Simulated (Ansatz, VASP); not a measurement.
# GaP in VASP and in Ansatz

```
Ga P
1.0
     0.00000    2.72246    2.72246
     2.72246    0.00000    2.72246
     2.72246    2.72246    0.00000
Ga P
1 1
Direct
  0.00000 0.00000 0.00000
  0.25000 0.25000 0.25000
```

Alike in both runs: functional PBE; dispersion D3(BJ); k mesh 8 × 8 × 8; occupations gaussian, width 0.02 eV; no spin polarisation.

Ansatz relaxed the structure, and its values are those at the end. VASP's run is a single point on that final structure, the one shown.

|  | VASP | Ansatz |
| --- | --- | --- |
| version | VASP 6.6.1 | Ansatz 0.2.0 |
| potentials or method | VASP PAW PBE potentials, release 64 (Ga_d, P) | scalar-relativistic, plane waves, PAW |
| plane-wave cutoff (eV) | 520 | 420 |
| valence electrons in the cell | 18 | 18 |

```csv
,VASP,Ansatz,Ansatz less VASP
gap on the k mesh at the Fermi level (eV),1.64,1.64,0.000
least direct gap on the mesh (eV),1.85,1.85,+0.002
pressure (GPa),0.0,0.0,+0.03
```

A k mesh can miss the band edges.
